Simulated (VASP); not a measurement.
# CdSe in VASP: how settings move the PBE single point

The PBE single point of CdSe (zincblende), under +4.0 % biaxial strain in the (111) plane, free along [111] is repeated with altered inputs. Which of them can be trusted?

Code: VASP 6.6.1. PAW datasets, plane waves. The values are computed, spin-unpolarised, and not measurements.

### Step 1. The system as given

The cell comes from an earlier relaxation with r2SCAN in another program, then strained, with the atoms relaxed again.

It is trigonal, R3m (No. 160); a = 4.512 Å, c = 10.255 Å in the conventional setting, 30.13 Å³ an atom. Around Cd lie 4 Se at 2.67–2.71 Å; around Se lie 4 Cd at 2.67–2.71 Å.

Structure file:

```cif
data_structure
_symmetry_space_group_name_H-M 'P 1'
_symmetry_Int_Tables_number 1
_cell_length_a 4.2978
_cell_length_b 4.2978
_cell_length_c 4.2978
_cell_angle_alpha 63.327
_cell_angle_beta 63.327
_cell_angle_gamma 63.327
_cell_volume 60.27
loop_
_atom_site_label
_atom_site_type_symbol
_atom_site_fract_x
_atom_site_fract_y
_atom_site_fract_z
_atom_site_occupancy
Cd1 Cd 0.99500 0.99500 0.99500 1
Se1 Se 0.25500 0.25500 0.25500 1
```

### Step 2. Reference

Input file INCAR:

```
ENCUT = 520.000000
SIGMA = 0.020000
EDIFF = 1.00e-07
GGA = PE
PREC = Accurate
IBRION = -1
ISIF = 2
ISMEAR = -1
NBANDS = 16
NELM = 120
NSW = 0
LASPH = .TRUE.
LCHARG = .TRUE.
LELF = .TRUE.
LWAVE = .FALSE.
LREAL = .FALSE.
```

Input file KPOINTS:

```
KPOINTS created by Atomic Simulation Environment
0
Gamma
8 8 8
0 0 0
```

Input file POSCAR:

```
Cd Se
 1.0000000000000000
    -0.1534428726000000    3.0370493315000000    3.0370493315000000
     3.0370493315000000   -0.1534428726000000    3.0370493315000000
     3.0370493315000000    3.0370493315000000   -0.1534428726000000
 Cd  Se
   1   1
Cartesian
 -0.0295900251441788 -0.0295900251441788 -0.0295900251441788
  1.5097539727441787  1.5097539727441787  1.5097539727441789
```

A file KPOINTS_OPT adds named points for the levels; it doesn't enter the self-consistent loop.

Potentials: the recommended PBE PAW datasets, 18 valence electrons.

Run with:

```
$ mpirun -np 1 vasp_std
```

The closing lines of the self-consistent loop in OSZICAR:

```text
DAV:  12    -0.547010312169E+01    0.36361E-06   -0.18188E-06  2432   0.139E-02    0.699E-03
DAV:  13    -0.547010378428E+01   -0.66259E-06   -0.19911E-06  2440   0.726E-03    0.329E-03
DAV:  14    -0.547010380514E+01   -0.20859E-07   -0.46448E-08  2056   0.128E-03
   1 F= -.54701038E+01 E0= -.54701037E+01  d E =-.115700E-06
```

Run time: 54 s. Hardware: 1 MPI rank of Intel Xeon Platinum 8488C, shared host; peak memory 0.23 GiB.

Values of the reference: energy (σ→0) -5.4701 eV, pressure -0.44 GPa, gap on the mesh 0.39 eV.

### Step 3. Try 1

INCAR: that of step 2 with these lines changed.

```diff
@@ -12,5 +12,5 @@
 LASPH = .TRUE.
-LCHARG = .TRUE.
-LELF = .TRUE.
+LCHARG = .FALSE.
 LWAVE = .FALSE.
 LREAL = .FALSE.
+IVDW = 20
```

KPOINTS is that of step 2.

POSCAR is that of step 2.

Run with:

```
$ mpirun -np 1 vasp_std
```

Standard output, without the iteration lines:

```text
POSCAR found type information on POSCAR CdSe
 POSCAR found :  2 types and       2 ions
 LDA part: xc-table for (Slater+PW92), standard interpolation
 POSCAR, INCAR and KPOINTS ok, starting setup
 FFT: planning ... GRIDC
 FFT: planning ... GRID_SOFT
 FFT: planning ... GRID
 WAVECAR not read
 entering main loop
 augmentation electrons   17.9980624671298
 total        electrons   17.9980624671298
 augmentation electrons   61.0156778706611
 total        electrons   61.0156778706611
 augmentation electrons   4.66098117634006
 soft         electrons   13.3370816729238
 total        electrons   17.9980628492639
 translations:           2           2           2
```

OSZICAR:

```text
N       E                     dE             d eps       ncg     rms          rms(c)
DAV:   1     0.105968585108E+03    0.10597E+03   -0.85889E+03  2128   0.994E+02
DAV:   2    -0.178101549478E+01   -0.10775E+03   -0.10166E+03  2480   0.244E+02
DAV:   3    -0.584820368281E+01   -0.40672E+01   -0.40595E+01  2480   0.495E+01
DAV:   4    -0.586601703207E+01   -0.17813E-01   -0.17813E-01  2624   0.328E+00
DAV:   5    -0.586613093457E+01   -0.11390E-03   -0.11390E-03  2512   0.230E-01    0.535E+00
DAV:   6    -0.548996933701E+01    0.37616E+00   -0.57614E-01  3056   0.849E+00    0.435E+00
DAV:   7    -0.546899306623E+01    0.20976E-01   -0.13743E-01  2472   0.243E+00    0.193E+00
DAV:   8    -0.546975798117E+01   -0.76491E-03   -0.12050E-02  2352   0.129E+00    0.242E-01
DAV:   9    -0.546997967813E+01   -0.22170E-03   -0.13683E-03  2608   0.441E-01    0.514E-02
DAV:  10    -0.547005062819E+01   -0.70950E-04   -0.15166E-04  2608   0.146E-01    0.451E-02
DAV:  11    -0.547010348530E+01   -0.52857E-04   -0.86183E-05  2520   0.581E-02    0.177E-02
DAV:  12    -0.547010312169E+01    0.36361E-06   -0.18188E-06  2432   0.139E-02    0.699E-03
DAV:  13    -0.547010378428E+01   -0.66259E-06   -0.19911E-06  2440   0.726E-03    0.329E-03
DAV:  14    -0.547010380514E+01   -0.20859E-07   -0.46448E-08  2056   0.128E-03
   1 F= -.59822435E+01 E0= -.59822434E+01  d E =-.115700E-06
```

From OUTCAR:

```text
k-points           NKPTS =     65   k-points in BZ     NKDIM =     65   number of bands    NBANDS=     16

   NELECT =      18.0000    total number of electrons

   dimension x,y,z NGX =    32 NGY =   32 NGZ =   32
   dimension x,y,z NGXF=    64 NGYF=   64 NGZF=   64

  energy-cutoff  :      520.00
  volume of cell :       60.27
      direct lattice vectors                 reciprocal lattice vectors
    -0.153442873  3.037049332  3.037049332    -0.152654105  0.160777157  0.160777157
     3.037049332 -0.153442873  3.037049332     0.160777157 -0.152654105  0.160777157
     3.037049332  3.037049332 -0.153442873     0.160777157  0.160777157 -0.152654105

 k-points in reciprocal lattice and weights: KPOINTS created by Atomic Simulation Env
   0.00000000  0.00000000  0.00000000       0.002
   0.12500000  0.00000000 -0.00000000       0.012
   0.25000000  0.00000000 -0.00000000       0.012
   0.37500000 -0.00000000 -0.00000000       0.012
   0.50000000  0.00000000 -0.00000000       0.006
   0.12500000  0.12500000 -0.00000000       0.012
   0.25000000  0.12500000 -0.00000000       0.023
   0.37500000  0.12500000  0.00000000       0.023
[... 57 more k-points ...]

 E-fermi :   0.7084

 k-point     1 :       0.0000    0.0000    0.0000
  band No.  band energies     occupation
      1     -11.7990      2.00000
      2      -7.3108      2.00000
      3      -7.3108      2.00000
      4      -7.2950      2.00000
      5      -7.0077      2.00000
      6      -7.0077      2.00000
      7       0.3322      2.00000
      8       0.3322      2.00000
      9       0.5081      1.99991
     10       0.9009      0.00013
     11       6.1181      0.00000
     12       6.1181      0.00000
     13       6.9444      0.00000
     14       9.9533      0.00000
     15      11.3644      0.00000
     16      11.3644      0.00000

 k-point     2 :       0.1250    0.0000   -0.0000
  band No.  band energies     occupation
      1     -11.7550      2.00000
      2      -7.2967      2.00000
      3      -7.2898      2.00000
      4      -7.2611      2.00000
      5      -7.0095      2.00000
      6      -7.0067      2.00000
      7      -0.8234      2.00000
      8       0.2294      2.00000
      9       0.4570      1.99999
     10       1.8471      0.00000
     11       6.0242      0.00000
     12       6.3302      0.00000
     13       7.0009      0.00000
     14      10.5465      0.00000
     15      10.5672      0.00000
     16      10.9763      0.00000

 k-point     3 :       0.2500    0.0000   -0.0000
  band No.  band energies     occupation
      1     -11.6473      2.00000
      2      -7.2652      2.00000
      3      -7.2614      2.00000
      4      -7.1267      2.00000
      5      -7.0107      2.00000
      6      -6.9998      2.00000
      7      -2.1463      2.00000
      8       0.0009      2.00000
      9       0.2366      2.00000
     10       2.6061      0.00000
     11       6.1773      0.00000
     12       6.7396      0.00000
     13       7.1829      0.00000
     14      10.1462      0.00000
     15      10.5176      0.00000
     16      10.8320      0.00000

[... the tables of k-points 4 to 65 left out ...]

  Total      -0.94699    -0.94699    -0.94699     0.41060     0.41060     0.41060
  in kB     -25.17494   -25.17494   -25.17494    10.91546    10.91546    10.91546
  external pressure =      -25.17 kB  Pullay stress =        0.00 kB

 POSITION                                       TOTAL-FORCE (eV/Angst)
 -----------------------------------------------------------------------------------
      5.89107      5.89107      5.89107        -0.014536     -0.014536     -0.014536
      1.50975      1.50975      1.50975         0.014536      0.014536      0.014536
 -----------------------------------------------------------------------------------
    total drift:                               -0.000422     -0.000422     -0.000422

  FREE ENERGIE OF THE ION-ELECTRON SYSTEM (eV)
  ---------------------------------------------------
  free  energy   TOTEN  =        -5.9822435042 eV

  energy  without entropy=       -5.9822433885  energy(sigma->0) =       -5.98224345
```

Run time: 40 s. Hardware: 1 MPI rank of Intel Xeon Platinum 8488C, shared host; peak memory 0.21 GiB.

Changed: IVDW = 20. VASP runs to the end. Its total energy is on another scale than the reference's; the pressure goes from -0.4 to -2.5 GPa. The dispersion term adds attraction between the atoms and leaves the bands as they are.

### Step 4. Try 2

Input file INCAR:

```
ENCUT = 520.000000
EDIFF = 1.00e-07
GGA = PE
PREC = Accurate
IBRION = -1
ISIF = 2
NBANDS = 16
NSW = 0
LASPH = .TRUE.
LCHARG = .FALSE.
LWAVE = .FALSE.
LREAL = .FALSE.
ISMEAR = 0
SIGMA = 0.005
LDAU = .TRUE.
LDAUTYPE = 2
LDAUL = 2 -1
LDAUU = 5.0 0
LDAUJ = 0 0
LMAXMIX = 4
NELM = 67
```

KPOINTS is that of step 2.

POSCAR is that of step 2.

Run with:

```
$ mpirun -np 1 vasp_std
```

Standard output, without the iteration lines:

```text
POSCAR found type information on POSCAR CdSe
 POSCAR found :  2 types and       2 ions
 LDA part: xc-table for (Slater+PW92), standard interpolation
 POSCAR, INCAR and KPOINTS ok, starting setup
 FFT: planning ... GRIDC
 FFT: planning ... GRID_SOFT
 FFT: planning ... GRID
 WAVECAR not read
 entering main loop
```

OSZICAR:

```text
N       E                     dE             d eps       ncg     rms          rms(c)
DAV:   1     0.106242751982E+03    0.10624E+03   -0.87954E+03  2144   0.995E+02
DAV:   2    -0.819358006811E+00   -0.10706E+03   -0.10278E+03  2512   0.238E+02
DAV:   3    -0.505344728663E+01   -0.42341E+01   -0.42276E+01  2488   0.524E+01
DAV:   4    -0.507249322125E+01   -0.19046E-01   -0.19045E-01  2664   0.363E+00
DAV:   5    -0.507261152883E+01   -0.11831E-03   -0.11831E-03  2488   0.241E-01    0.670E+00
DAV:   6    -0.474609905768E+01    0.32651E+00   -0.56970E-01  2560   0.801E+00    0.490E+00
DAV:   7    -0.474318503971E+01    0.29140E-02   -0.16124E-01  2408   0.260E+00    0.200E+00
DAV:   8    -0.474779187725E+01   -0.46068E-02   -0.17721E-02  2312   0.154E+00    0.344E-01
DAV:   9    -0.474840595110E+01   -0.61407E-03   -0.20672E-03  2424   0.540E-01    0.962E-02
DAV:  10    -0.474844666976E+01   -0.40719E-04   -0.19115E-04  2728   0.170E-01    0.501E-02
DAV:  11    -0.474852414102E+01   -0.77471E-04   -0.11906E-04  2440   0.711E-02    0.186E-02
DAV:  12    -0.474852405986E+01    0.81158E-07   -0.20585E-06  2512   0.103E-02    0.733E-03
DAV:  13    -0.474852530995E+01   -0.12501E-05   -0.28274E-06  2464   0.884E-03    0.335E-03
DAV:  14    -0.474852531078E+01   -0.82309E-09   -0.10850E-07  2232   0.205E-03
   1 F= -.47485253E+01 E0= -.47485253E+01  d E =-.269607E-39
```

From OUTCAR:

```text
k-points           NKPTS =     65   k-points in BZ     NKDIM =     65   number of bands    NBANDS=     16

   NELECT =      18.0000    total number of electrons

   dimension x,y,z NGX =    32 NGY =   32 NGZ =   32
   dimension x,y,z NGXF=    64 NGYF=   64 NGZF=   64

  energy-cutoff  :      520.00
  volume of cell :       60.27
      direct lattice vectors                 reciprocal lattice vectors
    -0.153442873  3.037049332  3.037049332    -0.152654105  0.160777157  0.160777157
     3.037049332 -0.153442873  3.037049332     0.160777157 -0.152654105  0.160777157
     3.037049332  3.037049332 -0.153442873     0.160777157  0.160777157 -0.152654105

 k-points in reciprocal lattice and weights: KPOINTS created by Atomic Simulation Env
   0.00000000  0.00000000  0.00000000       0.002
   0.12500000  0.00000000 -0.00000000       0.012
   0.25000000  0.00000000 -0.00000000       0.012
   0.37500000 -0.00000000 -0.00000000       0.012
   0.50000000  0.00000000 -0.00000000       0.006
   0.12500000  0.12500000 -0.00000000       0.012
   0.25000000  0.12500000 -0.00000000       0.023
   0.37500000  0.12500000  0.00000000       0.023
[... 57 more k-points ...]

 E-fermi :   0.4275

 k-point     1 :       0.0000    0.0000    0.0000
  band No.  band energies     occupation
      1     -11.7759      2.00000
      2      -9.4791      2.00000
      3      -9.4715      2.00000
      4      -9.4715      2.00000
      5      -9.2313      2.00000
      6      -9.2313      2.00000
      7       0.1630      2.00000
      8       0.1630      2.00000
      9       0.3830      2.00000
     10       0.9417      0.00000
     11       6.1809      0.00000
     12       6.1809      0.00000
     13       7.0187      0.00000
     14       9.9612      0.00000
     15      11.0500      0.00000
     16      11.0500      0.00000

 k-point     2 :       0.1250    0.0000   -0.0000
  band No.  band energies     occupation
      1     -11.7532      2.00000
      2      -9.4709      2.00000
      3      -9.4620      2.00000
      4      -9.4095      2.00000
      5      -9.2327      2.00000
      6      -9.2304      2.00000
      7      -0.9171      2.00000
      8       0.0746      2.00000
      9       0.3116      2.00000
     10       1.8680      0.00000
     11       6.0598      0.00000
     12       6.3839      0.00000
     13       7.0701      0.00000
     14      10.3022      0.00000
     15      10.4343      0.00000
     16      10.8204      0.00000

 k-point     3 :       0.2500    0.0000   -0.0000
  band No.  band energies     occupation
      1     -11.7035      2.00000
      2      -9.4513      2.00000
      3      -9.4405      2.00000
      4      -9.2409      2.00000
      5      -9.2343      2.00000
      6      -9.2173      2.00000
      7      -2.2104      2.00000
      8      -0.1224      2.00000
      9       0.1124      2.00000
     10       2.6568      0.00000
     11       6.1745      0.00000
     12       6.7595      0.00000
     13       7.2211      0.00000
     14       9.9058      0.00000
     15      10.4222      0.00000
     16      10.6108      0.00000

[... the tables of k-points 4 to 65 left out ...]

  Total       -0.3131169     -0.3131169     -0.3131169      0.3731112      0.3731112      0.3731112
  in kB       -8.3239976     -8.3239976     -8.3239976      9.9189040      9.9189040      9.9189040
  external PRESSURE =      -8.3239976 kB  Pullay stress =       0.0000000 kB

 POSITION                                       TOTAL-FORCE (eV/Angst)
 -----------------------------------------------------------------------------------
      5.89107      5.89107      5.89107         0.001727      0.001727      0.001727
      1.50975      1.50975      1.50975        -0.001727     -0.001727     -0.001727
 -----------------------------------------------------------------------------------
    total drift:                               -0.000428     -0.000428     -0.000428

  FREE ENERGIE OF THE ION-ELECTRON SYSTEM (eV)
  ---------------------------------------------------
  free  energy   TOTEN  =        -4.7485253108 eV

  energy  without entropy=       -4.7485253108  energy(sigma->0) =       -4.74852531
```

Wall time 37 s (1 MPI rank of Intel Xeon Platinum 8488C, shared host); peak memory 0.21 GiB.

Changed: ISMEAR = 0, SIGMA = 0.005, LDAU = .TRUE., LDAUTYPE = 2, LDAUL = 2 -1, LDAUU = 5.0 0, LDAUJ = 0 0, LMAXMIX = 4, NELM = 67. The run ends normally. Its total energy is on another scale than the reference's; the pressure goes from -0.4 to -0.8 GPa, the gap on the mesh goes from 0.39 to 0.56 eV.

### Step 5. Side by side

| run | changed | ending | energy change (meV/atom) | pressure (GPa) | gap on the mesh (eV; negative: overlap) | electronic steps | time | usable |
| --- | --- | --- | --- | --- | --- | --- | --- | --- |
| ref. | – | converged | 0 | -0.4 | 0.39 | 14 | 54 s | yes |
| 1 | IVDW = 20 | converged | – | -2.5 | 0.39 | 14 | 40 s | yes |
| 2 | ISMEAR = 0, SIGMA = 0.005, LDAU = .TRUE., LDAUTYPE = 2, LDAUL = 2 -1, LDAUU = 5.0 0, LDAUJ = 0 0, LMAXMIX = 4, NELM = 67 | converged | – | -0.8 | 0.56 | 14 | 37 s | yes |

Of 2 altered inputs, 2 gave usable results.
